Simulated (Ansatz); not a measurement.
# NbAs (I4_1md) in Ansatz: further runs

One crystal, NbAs, is run at these levels: LDA; tasks: single point, equation of state.

Everything below comes from runs of Ansatz 0.2.0. Logs are shortened: lines on timing, memory, paths and dates and some standing lists are left out, and cuts for length are marked.

### 1 Starting point

Symmetry: I4_1md, No. 109, tetragonal system. Conventional cell: a = 3.452 Å, b = 3.452 Å, c = 11.680 Å, α = 90.00°, β = 90.00°, γ = 90.00°. Nb (site symmetry 2mm) has 6 As at 2.60 to 2.63 Å as nearest neighbours. Around As (site symmetry 2mm) lie 6 Nb at 2.60 to 2.63 Å.

### 2 Single point, LDA, 16.35 Å³/atom (volume scaled by 0.94)

File input.yaml:

```yaml
crystal:
  lattice:
    - [-1.6906186857, 1.6906186857, 5.7207828749]
    - [1.6906186857, -1.6906186857, 5.7207828749]
    - [1.6906186857, 1.6906186857, -5.7207828749]
  atoms:
    - { symbol: Nb, position: [0.5, 0.0, 0.5] }
    - { symbol: Nb, position: [0.75, 0.75, 0.0] }
    - { symbol: As, position: [0.916, 0.416, 0.5] }
    - { symbol: As, position: [0.166, 0.166, 0.0] }
kpoints:
  mp_grid: { grid: [11, 11, 11] }
scf:
  occupations: { method: fermi_dirac, width: 0.05 }
hamiltonian:
  xc: lda
  pseudopotentials: { kind: all_electron, lapw: { basis_error: 0.002 } }
output:
  forces: true
  stress: true
  eigenvalues: true
```

Potentials or basis: all-electron LAPW, scalar-relativistic.

Started as:

```console
> ansatz run input.yaml --threads 2 --pin off --max-ram 8192MiB --backend cpu --events-out ev --progress --plain --runs-dir out
```

What it wrote:

```text
Warning: RAYON_NUM_THREADS=2 ignored (pool sized by the plan → 2); use --threads N
LAPW: plane waves up to 8.235 Å⁻¹, error target 2.0e-3 eV per atom; small_component_spin mean_spin; As in spheres of 1.269 Å, 23 of its electrons in bands, Dirac shells []; Nb in spheres of 1.274 Å, 29 of its electrons in bands, Dirac shells [] (how accurate: hamiltonian.pseudopotentials.lapw.basis_error, Limitations)
Engine: ansatz 0.2.0, x86_64-unknown-linux-gnu
Pseudopotentials: kind: all_electron
Pseudopotential: Nb, LAPW, valence charge 29, lapw/all_electron/scalar/gaussian/Nb, Koelling and Harmon's equation, gaussian nucleus
Pseudopotential: As, LAPW, valence charge 23, lapw/all_electron/scalar/gaussian/As, Koelling and Harmon's equation, gaussian nucleus
Functional definition: SPW92
  exchange = slater_x
  correlation = pw_c
Crystal: 4 atoms, lattice volume = 65.404 Å³
Basis set: ecut = 258.3831185954835 eV, 619 PW (Γ), FFT grids on a1+a3, a2+a3, a3, exchange–correlation at level 2
Bands: 63, of which v1, the nominal top of the filled ones, is band 52 counted from 1 (51 counted from 0)
Symmetry: 8 space group operations
Space group: I41md (ITA 109), of the structure as read, at distance tolerance 4.0e-5 Å
k-points: 126 of 1331 (time reversal used)
Non-local potential: Nb, projectors of the file, none
Non-local potential: As, projectors of the file, none
Initial density: superposition of atomic densities (chi_scale 0.1, normalization cell, long waves kept (reshape's long-wave potential 0.00 eV rms))
Initial wavefunctions: plane waves of lowest kinetic energy (no species holds an atomic orbital)
Functional: x = slater, c = lda
iter 1 solved again at ethr=3.43e-3 eV; its pass at ethr=1.00e-1 eV (dr2=3.57e0 eV) is discarded
SCF iter   1: F=—  HF=-330560.241458 eV  |F-HF|=—  |Δ(HF+E_count)|=         —  Δρ=6.08e-2  dr2=3.57e0  ethr=3.43e-3  ⟨swp⟩=2.0  Hψ=50381  notcnv=0
preconditioner: auto → Kerker (q_TF=auto, 2.948 Å⁻¹)  [metal: Δε(μ)=0.024 eV  Ē_g=9.898 eV  σ=0.050 eV  W_gap=0.12  n_scr=32 (ndim 8)  ℏωp=20.5 eV  f_vac=0.000  D(μ)=0.44/eV (n_scr^D=2)]
SCF iter   2: F=—  HF=-330558.616407 eV  |F-HF|=—  |Δ(HF+E_count)|=    1.63e0  Δρ=2.28e-2  dr2=4.53e-1  ethr=3.43e-3  ⟨swp⟩=2.0  Hψ=23841  notcnv=0
SCF iter   3: F=—  HF=-330558.557618 eV  |F-HF|=—  |Δ(HF+E_count)|=   5.88e-2  Δρ=1.57e-2  dr2=2.38e-1  ethr=4.36e-4  ⟨swp⟩=2.0  Hψ=23735  notcnv=0  defer=1
iter 4 solved again at ethr=5.08e-6 eV; its pass at ethr=2.29e-4 eV (dr2=5.29e-3 eV) is discarded
SCF iter   4: F=—  HF=-330558.533558 eV  |F-HF|=—  |Δ(HF+E_count)|=   2.41e-2  Δρ=3.07e-3  dr2=5.28e-3  ethr=5.08e-6  ⟨swp⟩=2.0  Hψ=40416  notcnv=0
SCF iter   5: F=—  HF=-330558.529319 eV  |F-HF|=—  |Δ(HF+E_count)|=   4.24e-3  Δρ=1.41e-3  dr2=1.44e-3  ethr=5.08e-6  ⟨swp⟩=2.0  Hψ=23691  notcnv=0
SCF iter   6: F=—  HF=-330558.527009 eV  |F-HF|=—  |Δ(HF+E_count)|=   2.31e-3  Δρ=7.77e-4  dr2=3.28e-4  ethr=1.39e-6  ⟨swp⟩=2.0  Hψ=23685  notcnv=0
SCF iter   7: F=—  HF=-330558.526977 eV  |F-HF|=—  |Δ(HF+E_count)|=   3.23e-5  Δρ=2.50e-4  dr2=3.46e-5  ethr=3.16e-7  ⟨swp⟩=2.0  Hψ=23685  notcnv=0
SCF iter   8: F=—  HF=-330558.526977 eV  |F-HF|=—  |Δ(HF+E_count)|=   4.86e-7  Δρ=5.29e-5  dr2=3.26e-6  ethr=3.33e-8  ⟨swp⟩=2.0  Hψ=23685  notcnv=0
SCF iter   9: F=—  HF=-330558.526976 eV  |F-HF|=—  |Δ(HF+E_count)|=   1.07e-6  Δρ=1.85e-5  dr2=2.73e-7  ethr=3.14e-9  ⟨swp⟩=2.0  Hψ=23685  notcnv=0
SCF iter  10: F=-330558.526976 eV  HF=-330558.526976 eV  |F-HF|=5.44e-8  |Δ(HF+E_count)|=   6.97e-8  Δρ=5.66e-6  dr2=4.36e-8  ethr=2.62e-10  ⟨swp⟩=2.0  Hψ=23685  notcnv=0
SCF 1 converged in 10 iterations: F = -330558.526976 eV  dr2 = 4.36e-8
SCF converged after 10 iterations
Free energy (F): -330558.526976 eV
Harris-Foulkes:  -330558.526976 eV  (|F-HF|=5.44e-8)
Internal energy: -330558.521121 eV  (E = F + TS)
E sigma→0 (E₀):  -330558.524048 eV
Entropy (-TS):   -0.005855 eV (-1.464 meV/atom)
Fermi energy:    18.847211 eV
--- Per-component energies (eV) ---
  E_band       = -9680.432244
  E_kinetic    = 340379.870853
  E_xc         = -10661.826897
  E_electrostatic = -660276.565077  (all electrons and nuclei)
  E_smearing   = -0.005855  (= −TS)
  E_closure    = 0.000000  (closes the sum)
  E_atoms      = -330522.185761  (free atoms, spherical and without spin; not in F)
  Σ components = -330558.526976   (vs F -330558.526976, Δ=0.00e0)
  Basis errors (estimates in eV, not in F): energy 6.5e-4 per atom: plane waves 5.9e-4 (3.3e-4 summed), levels above the bands 5.4e-74, relativity 7.1e-9, radial functions 5.9e-5, core shells 3.3e-6; eigenvalues (radial functions only) 1.6e-6; not estimated: angular momenta, meshes, grids; target (lapw.basis_error) 2.0e-3; muffin-tin radii As 1.269 Å, Nb 1.274 Å
--- Forces (eV/Å), atoms counted from 1 ---
  atom   1  Nb     0.00000000     0.00000000    -0.35718494
  atom   2  Nb     0.00000000     0.00000000    -0.35718494
  atom   3  As    -0.00000000     0.00000000     0.35718407
  atom   4  As    -0.00000000     0.00000000     0.35718407
  max |Σ_I F_I| component: 1.73e-6 eV/Å
--- Stress (GPa, compression-positive) ---
        5.940344       0.000000      -0.000000
        0.000000       5.940344       0.000000
       -0.000000       0.000000       6.211304
  P = ⅓ Tr σ = 6.0307 GPa (60.307 kbar)
--- Band table (eV; the first three rows and the last of 126) ---
  k-point 0: bands = ["-323.8083", "-323.8083", "-323.7913", "-323.7913", "-323.7904", "-323.7904", "-174.0557", "-174.0557", "-174.0522", "-174.0522", "-174.0492", "-174.0492", "-174.0384", "-174.0384", "-174.0374", "-174.0374", "-165.2246", "-165.2246", "-109.1526", "-109.1525", "-109.1434", "-109.1434", "-109.1363", "-109.1363", "-35.9789", "-35.9402", "-16.7586", "-16.7586", "-16.7374", "-16.7339", "-16.7327", "-16.7307", "-16.7257", "-16.7215", "-16.7215", "-16.7200", "-12.3400", "-12.1577", "-12.1577", "-11.9852", "-11.9852", "-11.9342", "5.2394", "7.7235", "12.3572", "15.8306", "16.4974", "16.4974", "16.6463", "17.0182", "17.4123", "17.4123", "19.6407", "20.2708", "21.4557", "22.1151", "22.1151", "22.7599", "23.1152", "23.1152", "24.5309", "25.1501", "27.9442"]
  k-point 1: bands = ["-323.8083", "-323.8083", "-323.7913", "-323.7913", "-323.7904", "-323.7904", "-174.0557", "-174.0557", "-174.0522", "-174.0522", "-174.0492", "-174.0492", "-174.0384", "-174.0384", "-174.0374", "-174.0374", "-165.2246", "-165.2246", "-109.1526", "-109.1525", "-109.1434", "-109.1434", "-109.1363", "-109.1363", "-35.9755", "-35.9385", "-16.7596", "-16.7578", "-16.7365", "-16.7346", "-16.7331", "-16.7329", "-16.7249", "-16.7219", "-16.7201", "-16.7188", "-12.3278", "-12.1790", "-12.1749", "-12.0081", "-11.9996", "-11.9314", "5.4604", "7.7824", "12.4923", "15.4336", "16.3051", "16.3905", "16.4331", "16.9108", "17.4694", "17.6337", "19.3151", "19.8737", "21.4752", "21.7284", "22.3867", "22.7097", "22.9643", "23.6522", "25.3585", "26.4245", "27.7197"]
  k-point 2: bands = ["-323.8083", "-323.8083", "-323.7913", "-323.7913", "-323.7904", "-323.7904", "-174.0557", "-174.0557", "-174.0522", "-174.0522", "-174.0492", "-174.0492", "-174.0384", "-174.0384", "-174.0374", "-174.0374", "-165.2246", "-165.2246", "-109.1526", "-109.1525", "-109.1434", "-109.1434", "-109.1363", "-109.1363", "-35.9663", "-35.9342", "-16.7623", "-16.7554", "-16.7399", "-16.7373", "-16.7339", "-16.7316", "-16.7226", "-16.7211", "-16.7177", "-16.7168", "-12.3025", "-12.2338", "-12.2103", "-12.0605", "-12.0372", "-11.9324", "6.0538", "7.8944", "12.9506", "14.5607", "15.2597", "15.8042", "16.0700", "17.1272", "17.8577", "18.0441", "19.0936", "19.2571", "21.0539", "21.7372", "22.8306", "22.9446", "22.9569", "24.4875", "27.0477", "27.3999", "28.5344"]
  k-point 125: bands = ["-323.8083", "-323.8083", "-323.7913", "-323.7913", "-323.7904", "-323.7904", "-174.0557", "-174.0557", "-174.0522", "-174.0522", "-174.0492", "-174.0492", "-174.0384", "-174.0384", "-174.0374", "-174.0374", "-165.2246", "-165.2246", "-109.1525", "-109.1525", "-109.1434", "-109.1434", "-109.1363", "-109.1363", "-35.9587", "-35.9580", "-16.7611", "-16.7608", "-16.7338", "-16.7335", "-16.7330", "-16.7324", "-16.7242", "-16.7237", "-16.7191", "-16.7188", "-12.2032", "-12.1664", "-12.1387", "-12.1283", "-11.9902", "-11.9703", "6.3254", "6.3493", "14.5581", "14.7205", "15.6556", "15.9480", "16.0381", "16.5276", "17.9004", "18.4722", "19.6690", "20.5147", "20.7077", "20.9890", "22.2550", "22.3679", "23.5135", "24.2829", "25.8439", "26.4822", "27.5349"]
```

Run time: 2.1 min. Hardware: 2 threads of AMD EPYC 7R43 (Zen 3), shared host; peak memory 0.98 GiB.

Results:

* Free energy: -330558.5270 eV
* Pressure: 6.0 GPa
* Largest force: 0.357 eV/Å
* Band gap on the k mesh: 0.03 eV, indirect (least direct gap 0.08 eV)

Caveat: an odd mesh through Γ misses points on the zone boundary, where band edges often lie.

### 3 Single point, LDA, 16.70 Å³/atom (volume scaled by 0.96)

input.yaml: that of step 2 with these lines changed.

```diff
@@ -2,5 +2,5 @@
   lattice:
-    - [-1.6906186857, 1.6906186857, 5.7207828749]
-    - [1.6906186857, -1.6906186857, 5.7207828749]
-    - [1.6906186857, 1.6906186857, -5.7207828749]
+    - [-1.7025248434, 1.7025248434, 5.7610714056]
+    - [1.7025248434, -1.7025248434, 5.7610714056]
+    - [1.7025248434, 1.7025248434, -5.7610714056]
   atoms:
```

Potentials or basis: all-electron LAPW, scalar-relativistic.

Started as:

```console
> ansatz run input.yaml --threads 2 --pin off --max-ram 8192MiB --backend cpu --events-out ev --progress --plain --runs-dir out
```

Run time: 2.2 min. Hardware: 2 threads of AMD EPYC 7R43 (Zen 3), shared host; peak memory 0.95 GiB.

It converged, with:

```yaml
Free_energy: -330558.5603 eV
Pressure: 1.7 GPa
Largest_force: 0.328 eV/Å
Band_gap_on_the_k_mesh: none (metal or under the smearing width)
```

### 4 Single point, LDA, 17.05 Å³/atom (volume scaled by 0.98)

input.yaml: that of step 3 with these lines changed.

```diff
@@ -2,5 +2,5 @@
   lattice:
-    - [-1.7025248434, 1.7025248434, 5.7610714056]
-    - [1.7025248434, -1.7025248434, 5.7610714056]
-    - [1.7025248434, 1.7025248434, -5.7610714056]
+    - [-1.7142667651, 1.7142667651, 5.8008041881]
+    - [1.7142667651, -1.7142667651, 5.8008041881]
+    - [1.7142667651, 1.7142667651, -5.8008041881]
   atoms:
```

Started as:

```console
> ansatz run input.yaml --threads 2 --pin off --max-ram 8192MiB --backend cpu --events-out ev --progress --plain --runs-dir out
```

It took 2.1 min on 2 threads of AMD EPYC 7R43 (Zen 3), shared host; peak memory 0.97 GiB.

The run converged. Its results:

| Quantity | Value |
| --- | --- |
| Free energy | -330558.5584 eV |
| Pressure | -2.1 GPa |
| Largest force | 0.300 eV/Å |
| Band gap on the k mesh | none (metal or under the smearing width) |

### 5 Single point, LDA, 17.39 Å³/atom

input.yaml: that of step 4 with these lines changed.

```diff
@@ -2,5 +2,5 @@
   lattice:
-    - [-1.7142667651, 1.7142667651, 5.8008041881]
-    - [1.7142667651, -1.7142667651, 5.8008041881]
-    - [1.7142667651, 1.7142667651, -5.8008041881]
+    - [-1.72585, 1.72585, 5.84]
+    - [1.72585, -1.72585, 5.84]
+    - [1.72585, 1.72585, -5.84]
   atoms:
```

Started as:

```console
> ansatz run input.yaml --threads 2 --pin off --max-ram 8192MiB --backend cpu --events-out ev --progress --plain --runs-dir out
```

It took 1.8 min on 2 threads of AMD EPYC 7R43 (Zen 3), shared host; peak memory 0.98 GiB.

Results (log left out):

* Free energy: -330558.5249 eV
* Pressure: -5.5 GPa
* Largest force: 0.275 eV/Å
* Band gap on the k mesh: none (metal or under the smearing width)

### 6 Single point, LDA, 17.74 Å³/atom (volume scaled by 1.02)

input.yaml: that of step 5 with these lines changed.

```diff
@@ -2,5 +2,5 @@
   lattice:
-    - [-1.72585, 1.72585, 5.84]
-    - [1.72585, -1.72585, 5.84]
-    - [1.72585, 1.72585, -5.84]
+    - [-1.7372798033, 1.7372798033, 5.8786766238]
+    - [1.7372798033, -1.7372798033, 5.8786766238]
+    - [1.7372798033, 1.7372798033, -5.8786766238]
   atoms:
```

Potentials or basis: all-electron LAPW, scalar-relativistic.

Started as:

```console
> ansatz run input.yaml --threads 2 --pin off --max-ram 8192MiB --backend cpu --events-out ev --progress --plain --runs-dir out
```

It took 1.8 min on 2 threads of AMD EPYC 7R43 (Zen 3), shared host; peak memory 0.96 GiB.

Results (log left out):

```yaml
Free_energy: -330558.4632 eV
Pressure: -8.6 GPa
Largest_force: 0.251 eV/Å
Band_gap_on_the_k_mesh: none (metal or under the smearing width)
```

### 7 Single point, LDA, 18.09 Å³/atom (volume scaled by 1.04)

input.yaml: that of step 6 with these lines changed.

```diff
@@ -2,5 +2,5 @@
   lattice:
-    - [-1.7372798033, 1.7372798033, 5.8786766238]
-    - [1.7372798033, -1.7372798033, 5.8786766238]
-    - [1.7372798033, 1.7372798033, -5.8786766238]
+    - [-1.7485611571, 1.7485611571, 5.9168509183]
+    - [1.7485611571, -1.7485611571, 5.9168509183]
+    - [1.7485611571, 1.7485611571, -5.9168509183]
   atoms:
```

Started as:

```console
> ansatz run input.yaml --threads 2 --pin off --max-ram 8192MiB --backend cpu --events-out ev --progress --plain --runs-dir out
```

It took 1.9 min on 2 threads of AMD EPYC 7R43 (Zen 3), shared host; peak memory 0.95 GiB.

The run converged. Its results:

* Free energy: -330558.3763 eV
* Pressure: -11.3 GPa
* Largest force: 0.229 eV/Å
* Band gap on the k mesh: none (metal or under the smearing width)

### 8 Single point, LDA, 18.44 Å³/atom (volume scaled by 1.06)

input.yaml: that of step 7 with these lines changed.

```diff
@@ -2,5 +2,5 @@
   lattice:
-    - [-1.7485611571, 1.7485611571, 5.9168509183]
-    - [1.7485611571, -1.7485611571, 5.9168509183]
-    - [1.7485611571, 1.7485611571, -5.9168509183]
+    - [-1.7596987896, 1.7596987896, 5.9545388829]
+    - [1.7596987896, -1.7596987896, 5.9545388829]
+    - [1.7596987896, 1.7596987896, -5.9545388829]
   atoms:
```

Started as:

```console
> ansatz run input.yaml --threads 2 --pin off --max-ram 8192MiB --backend cpu --events-out ev --progress --plain --runs-dir out
```

Run time: 2.1 min. Hardware: 2 threads of AMD EPYC 7R43 (Zen 3), shared host; peak memory 0.96 GiB.

Results (log left out):

```yaml
Free_energy: -330558.2670 eV
Pressure: -13.8 GPa
Largest_force: 0.208 eV/Å
Band_gap_on_the_k_mesh: none (metal or under the smearing width)
```

### 9 Equation of state, LDA

Potentials or basis: all-electron LAPW, scalar-relativistic.

No new run: the results of the series are fitted here.

What came out:

| Quantity | Value |
| --- | --- |
| Equilibrium volume | 16.85 Å³/atom |
| Bulk modulus at fixed shape and positions | 187 GPa |
| Pressure derivative of the bulk modulus | 4.5 |

Energy against volume, from the lowest point:
| volume (Å³/atom) | energy (meV/atom) |
| --- | --- |
| 16.351 | 8.34 |
| 16.699 | 0.00 |
| 17.047 | 0.48 |
| 17.395 | 8.85 |
| 17.743 | 24.27 |
| 18.091 | 45.99 |
| 18.438 | 73.34 |

Caveat: the cell was scaled at fixed shape and fractional positions, which overstates the stiffness of a crystal with free parameters, most of all of layers and chains.
